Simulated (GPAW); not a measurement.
# CuO (Cccm) in GPAW: single point with PBEsol

Aim: the single point of CuO with PBEsol.

All numbers are computed with GPAW 26.7.0; they aren't measurements. Logs are shortened: lines on timing, memory, paths and dates and some standing lists are left out, and cuts for length are marked. The log counts tension as positive stress, the text compression.

## 1. Starting point

Symmetry: Cccm, No. 66, orthorhombic system. The conventional cell has a = 3.982 Å, b = 4.307 Å, c = 5.156 Å, α = 90.00°, β = 90.00°, γ = 90.00°. Cu (site symmetry 2/m) is surrounded by 4 O at 1.95 Å. O (site symmetry 222) has 4 Cu at 1.95 Å as nearest neighbours.

Measurements of this composition are mostly on another form, of space group No. 15.

## 2. Single point, PBEsol

File run.py:

```python
from ase import Atoms
from ase.dft.bandgap import bandgap
from ase.io import write
from ase.units import GPa
from gpaw import GPAW, PW, setup_paths

setup_paths.insert(0, '.')

atoms = Atoms(['Cu', 'Cu', 'O', 'O'],
              cell=[[1.990968, -2.15355, 0.0],
                    [1.990968, 2.15355, 0.0],
                    [0.0, 0.0, 5.155928]],
              scaled_positions=[[0.5, 0.0, 0.0],
                                [0.0, 0.5, 0.5],
                                [0.5, 0.5, 0.25],
                                [0.5, 0.5, 0.75]],
              pbc=True)

calc = GPAW(mode=PW(600),
            xc='PBEsol',
            kpts={'size': (7, 7, 4), 'gamma': True},
            occupations={'name': 'fermi-dirac', 'width': 0.05},
            nbands=33,
            maxiter=120,
            txt='gpaw.txt')
atoms.calc = calc
energy = atoms.get_potential_energy()
forces = atoms.get_forces()
stress = atoms.get_stress()
calc.write('gs.gpw')
write('result.traj', atoms)
print(f'Energy: {energy:.6f} eV')
print('Forces (eV/A):')
print(forces.round(4))
print('Stress (GPa):', (stress / GPa).round(3))
print('Fermi level:', round(calc.get_fermi_level(), 4), 'eV')
print(f'Gap: {bandgap(calc)[0]:.4f} eV, direct: {bandgap(calc, direct=True)[0]:.4f} eV')
```

Potentials or basis: PAW data sets generated in the run's folder for this functional, pw.

Command:

```bash
$ gpaw-setup -f PBEsol Cu O
$ OMP_NUM_THREADS=1 python run.py
```

gpaw.txt:

```text
__  _  _
 | _ |_)|_||  |
 |__||  | ||/\| - 26.7.0

Input parameters:
  mode=PW(ecut=600.0),
  kpts=MonkhorstPack(size=(7, 7, 4), gamma=True),
  maxiter=120,
  nbands=33,
  occupations=Occupations(name='fermi-dirac', width=0.05),
  xc=XC(name='PBEsol')

Diagonalizing LCAO Hamiltonian
Converting LCAO to pw mode

         CO

          O

       Cu

Atoms  # Å, Bohr magnetons
|   | symbol |        x |         y |        z |    initial magnetic moments |
|---|--------|----------|-----------|----------|-----------------------------|
| 0 |     Cu | 0.995484 | -1.076775 | 0.000000 | ( 0.0000,  0.0000,  0.0000) |
| 1 |     Cu | 0.995484 |  1.076775 | 2.577964 | ( 0.0000,  0.0000,  0.0000) |
| 2 |      O | 1.990968 |  0.000000 | 1.288982 | ( 0.0000,  0.0000,  0.0000) |
| 3 |      O | 1.990968 |  0.000000 | 3.866946 | ( 0.0000,  0.0000,  0.0000) |

Unit cell  # Å
| periodic |        x |         y |        z |  lengths |    angles |
|----------|----------|-----------|----------|----------|-----------|
|      yes | 1.990968 | -2.153550 | 0.000000 | 2.932871 | 90.000000 |
|      yes | 1.990968 |  2.153550 | 0.000000 | 2.932871 | 90.000000 |
|      yes | 0.000000 |  0.000000 | 5.155928 | 5.155928 | 94.492917 |

Number of symmetries: 4
Symmetry operations  # r_c * U_cc + t_c -> r_c
|   | kind |            matrix            |
|---|------|------------------------------|
| 0 |  E   |  1, 0, 0,  0, 1, 0,  0, 0, 1 |
| 1 |  σ   |  1, 0, 0,  0, 1, 0,  0, 0,-1 |
| 2 |  C2  | -1, 0, 0,  0,-1, 0,  0, 0, 1 |
| 3 |  i   | -1, 0, 0,  0,-1, 0,  0, 0,-1 |

BZ-sampling:
  Number of BZ points: 196
  Number of IBZ points: 75

  Monkhorst-Pack size: [7, 7, 4]
  Monkhorst-Pack shift: [0.0, 0.0, 0.125]

K-points  # in reciprocal-cell coordinates
|     |                                coordinates |     weight |
|-----|--------------------------------------------|------------|
|   0 | (  0.00000000,   0.00000000,   0.00000000) | 0.00510204 |
|   1 | (  0.00000000,   0.00000000,   0.25000000) | 0.01020408 |
|   2 | (  0.00000000,   0.00000000,   0.50000000) | 0.00510204 |
|   3 | (  0.00000000,   0.14285714,   0.00000000) | 0.01020408 |
|   4 | (  0.00000000,   0.14285714,   0.25000000) | 0.02040816 |
|   5 | (  0.00000000,   0.14285714,   0.50000000) | 0.01020408 |
|   6 | (  0.00000000,   0.28571429,   0.00000000) | 0.01020408 |
|   7 | (  0.00000000,   0.28571429,   0.25000000) | 0.02040816 |
|   8 | (  0.00000000,   0.28571429,   0.50000000) | 0.01020408 |
|   9 | (  0.00000000,   0.42857143,   0.00000000) | 0.01020408 |
| ... |                                            |            |
|  74 | (  0.42857143,   0.42857143,   0.50000000) | 0.01020408 |

Plane wave coefficients: 1497
Cutoff: 600.0 eV

Spin-components: 1 (collinear spins)
Bands:           33
Projectors:      22
Spin-degeneracy: 2
Datatype:        complex128

Parallelization:
  kpt:    1
  domain: 1
  band:   1

Density:
  Valence electrons: 34.0
  Components: 1
  Grid points: [18 18 30]
  Charge: 0.0  # |e|

Potential:
  Grid points: [18 18 30]

species:
  Cu:
    name:    Copper
    Z:       29.0
    valence: 11
    core:    18
    charge:  0.0  # [|e|]
    compensation charges:
      type: gauss
      rc: 0.33  # [Å]
      lmax: 2
    cutoffs:
      filter: 2.06  # [Å]
      core: 2.43  # [Å]
    projectors
    | kind |    occ | energy [eV] | rcut [Å] |
    |------|--------|-------------|----------|
    |   4s |  1.000 |      -4.607 |    1.164 |
    |   4p |  0.000 |      -0.637 |    1.164 |
    |   3d | 10.000 |      -5.060 |    1.058 |
    |    s |        |      22.604 |    1.164 |
    |    p |        |      26.574 |    1.164 |
    |    d |        |      22.151 |    1.058 |

    Using partial waves for Cu as LCAO basis

  O:
    name:    Oxygen
    Z:       8.0
    valence: 6
    core:    2
    charge:  0.0  # [|e|]
    compensation charges:
      type: gauss
      rc: 0.21  # [Å]
      lmax: 2
    cutoffs:
      filter: 1.17  # [Å]
      core: 0.83  # [Å]
    projectors
    | kind |    occ | energy [eV] | rcut [Å] |
    |------|--------|-------------|----------|
    |   2s |  2.000 |     -23.808 |    0.688 |
    |   2p |  4.000 |      -8.972 |    0.598 |
    |    s |        |       3.404 |    0.688 |
    |    p |        |      18.239 |    0.598 |
    |    d |        |       0.000 |    0.619 |

    Using partial waves for O as LCAO basis

Reference energy: -94036.894853  # eV

eigensolver:
  PPCG
  Converge bands: occupied
  niter=2

density mixing:
  MSR1-Mixer
  Pratt-step length: 0.05
  Maximum mixing coefficient: 0.75
  Old densities: 10
  SVD Regularization: 0.005
  Good broyden scale: 1.0
  Trust region scale: 1.0
  Backstep threshold: 4.0
  History deletion threshold: 6.0
  Fourier metric: weight=20.0, sigma=0.015

occupation numbers:
  Fermi-Dirac:
    width: 0.0500  # eV

poisson solver:
  ecut: 4800.0  # eV

xc functional:
  name: PBEsol with 2 nearest neighbor stencil

convergence criteria:
- Maximum [total energy] change in last 3 cyles: 0.0005 eV / valence electron
- Maximum integral of absolute [dens]ity change: 0.0001 electrons / valence electron
- Maximum integral of absolute [eigenst]ate change: 4e-08 eV^2 / valence electron
maximum number of iterations: 120

SCF iterations
|iter     | |      energy | eigst |  dens |
|---------|-|-------------|-------|-------|
|iter:   1| |  -27.500519 | -0.00 |       |
|iter:   2| |  -24.908367 | -1.90 | -0.88 |
|iter:   3| |  -21.519057 | -1.33 | -0.99 |
|iter:   4| |  -21.470023 | -3.56 | -1.60 |
|iter:   5| |  -21.601183 | -2.86 | -1.75 |
|iter:   6| |  -21.430720 | -3.11 | -1.63 |
|iter:   7| |  -21.428426 | -4.14 | -2.45 |
|iter:   8| |  -21.428278c| -6.00 | -2.87 |
|iter:   9| |  -21.428280c| -5.84 | -3.13 |
|iter:  10| |  -21.428283c| -7.40c| -4.02c|

Converged in 10 steps
Energy contributions relative to reference atoms: (reference = -94036.894853)

Energy contributions:
  Kinetic:         -10.546923
  Coulomb:           3.181329
  Zero:              0.429679
  External:          0.000000
  Xc:              -14.485694
  Entropy:          -0.013347
  Spinorbit:         0.000000
  ----------------------------
  Free energy:     -21.434957
  Extrapolated:    -21.428283

dipole moment: (-8.679672, -0.000006, -11.238703)  # |e|*Ang

Fermi level: 5.504
Eigenvalues  # (at kpt = [0.000, 0.000, 0.000])
| band index |      eig [eV] | occ [0-2] |
|------------|---------------|-----------|
|          0 |       -14.226 |     2.000 |
|        ... |               |           |
|          8 |         2.212 |     2.000 |
|          9 |         2.501 |     2.000 |
|         10 |         2.996 |     2.000 |
|         11 |         3.074 |     2.000 |
|         12 |         3.128 |     2.000 |
|         13 |         3.136 |     2.000 |
[... 8 lines left out ...]
|         22 |        19.879 |     0.000 |
|         23 |        19.990 |     0.000 |
|        ... |               |           |
|         32 |        29.616 |     0.000 |

No gap
No difference between direct/indirect transitions

Forces  # eV/Ang
|       x |       y |        z |
|---------|---------|----------|
| 0.00000 | 0.00000 |  0.00000 |  # Cu   0
| 0.00000 | 0.00000 |  0.00000 |  # Cu   1
| 0.00000 | 0.00000 |  0.00010 |  # O    2
| 0.00000 | 0.00000 | -0.00010 |  # O    3

Stress tensor  # eV/Ang^3
|        x |        y |        z |
|----------|----------|----------|
| 0.040653 | 0.000009 | 0.000000 |
| 0.000009 | 0.047877 | 0.000000 |
| 0.000000 | 0.000000 | 0.049482 |

# Writing to gs.gpw (mode='')
```

Run time: 84 s. Hardware: 1 thread of Arm Neoverse V1, shared host; peak memory 0.22 GiB.

Results:

```
Free energy            : -21.4350 eV
Pressure               : -7.4 GPa
Band gap on the k mesh : none (metal or under the smearing width)
```

Stress tensor (GPa, compression positive):
```
-6.51  0.00  0.00
 0.00 -7.67  0.00
 0.00  0.00 -7.93
```

Caveat: with this Cu data set, volumes or pressures lay over 1.5 % or 2 GPa off other programs in two to four cells of ten; the cutoff is short for stress and forces, so pressures can be off by a GPa or more; the run has no spin polarisation, though such a crystal can be magnetic; semilocal functionals often make such compounds metallic where correlation or magnetic order opens a gap, which also shifts bond lengths. With open d or f shells a metallic result of PBEsol can be an artefact of self-interaction; +U or a hybrid may open a gap.
